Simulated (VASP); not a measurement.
**InAs: relaxation of cell and atoms with PBEsol**

InAs:

```
CELL_PARAMETERS angstrom
0.00000 3.04545 3.04545
3.04545 0.00000 3.04545
3.04545 3.04545 0.00000
ATOMIC_POSITIONS crystal
In 0.00000 0.00000 0.00000
As 0.25000 0.25000 0.25000
```

The cell was built by a generator and needn't be a form met in nature.

| Property | Result |
| --- | --- |
| Program | VASP 6.6.1 |
| Task | relaxation of cell and atoms |
| Functional | PBEsol |
| Potentials or basis | VASP PAW PBE potentials, release 64 (In_d, As) |
| Cutoff | 600 eV |
| k mesh | 10 × 10 × 10 |
| Occupations | gaussian, width 0.03 eV |
| Spin | no spin polarisation |
| Further INCAR settings | ALGO = Normal; EDIFF = 1e-07; IBRION = 2; EDIFFG = -0.005; NSW = 90; ISIF = 3 |

```json
{
 "Pressure after relaxing": "0.0 GPa",
 "Band gap on the k mesh": "none (metal or under the smearing width)"
}
```

Final structure:
```
In As
1.0
     0.00000    3.04545    3.04545
     3.04545    0.00000    3.04545
     3.04545    3.04545    0.00000
In As
1 1
Direct
  0.00000 0.00000 0.00000
  0.25000 0.25000 0.25000
```

Levels at points of the mesh, in eV from the Fermi level:
```tsv
k point	band 7	band 8	band 9	band 10	band 11	band 12
(0.00, 0.00, 0.00)	-0.40	-0.01	-0.01	-0.01	3.84	3.84
(0.50, 0.00, 0.00)	-5.71	-0.97	-0.97	0.82	4.60	4.60
(0.50, 0.50, 0.00)	-5.80	-2.28	-2.28	1.47	1.97	8.93
```

Wall time 23 s on 2 MPI ranks on Intel(R) Xeon(R) Platinum 8259CL CPU @ 2.50GHz (Skylake/Cascade Lake), on a shared host, peak memory 0.22 GiB a rank.

Caveat: the relaxation stopped at its first step, so nothing moved; the PAW data sets were made with another functional, which shifts forces and pressure a little; this crystal is a semiconductor, whose small gap the functional closes, so the metal is an error of the method.
